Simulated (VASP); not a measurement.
Wanted: the native input for a VASP 6.6.1 run.

```yaml
Task: single point
Functional: LDA
Potentials_or_basis: VASP PAW LDA potentials, release 64 (Ga_d, Sb)
Cutoff: 520 eV
k_mesh: 12 × 12 × 12
Occupations: gaussian, width 0.1 eV
Spin: no spin polarisation
Dipole_correction: no
Further_INCAR_settings: ALGO = Fast; EDIFF = 1e-07; NBANDS = 16
```

The structure of GaSb lies in POSCAR:

```
GaSb
1.0
    0.0000000000      3.0246920579      3.0246920579
    3.0246920579      0.0000000000      3.0246920579
    3.0246920579      3.0246920579      0.0000000000
Ga Sb
1 1
Direct
    0.0000000000      0.0000000000      0.0000000000
    0.2500000000      0.2500000000      0.2500000000
```

The cell isn't the ideal one: relaxed again under DFT LDA, scalar-relativistic, plane waves, PAW.

These files were run (other wordings do the same):

INCAR

```
ALGO     = Fast           # electronic algorithm
EDIFF    = 1E-7           # SCF threshold, eV
ENCUT    = 520            # plane-wave cutoff, eV
GGA      = CA             # functional
ISIF     = 2              # what is computed and relaxed
ISMEAR   = 0              # smearing method
LASPH    = T              # aspherical terms in the spheres
LCHARG   = T              # write CHGCAR
LELF     = T              # ELF
LREAL    = F              # projectors in reciprocal space
LVHAR    = T            
LWAVE    = F              # write WAVECAR
NBANDS   = 16             # bands
NELM     = 60             # most SCF steps
PREC     = Accurate       # precision mode
SIGMA    = 0.1            # smearing width, eV
```

KPOINTS

```
k-points
0
Gamma
  12 12 12
```

Potentials or basis: VASP PAW LDA potentials, release 64 (Ga_d, Sb).

Run with:

```console
$ cat potpaw_LDA.64/Ga_d/POTCAR potpaw_LDA.64/Sb/POTCAR > POTCAR
$ mpirun -np 1 vasp_std > vasp.out
```

It gave:

The pressure is 0.2 GPa. The band gap on the k mesh is 0.12 eV, direct.

Caveat: spin-orbit coupling is left out, which moves the levels of the heavy elements.

Wall time 68 s on 1 thread of AMD EPYC 7R43 64-Core Processor (Zen 3), on a shared host, peak memory 0.17 GiB.
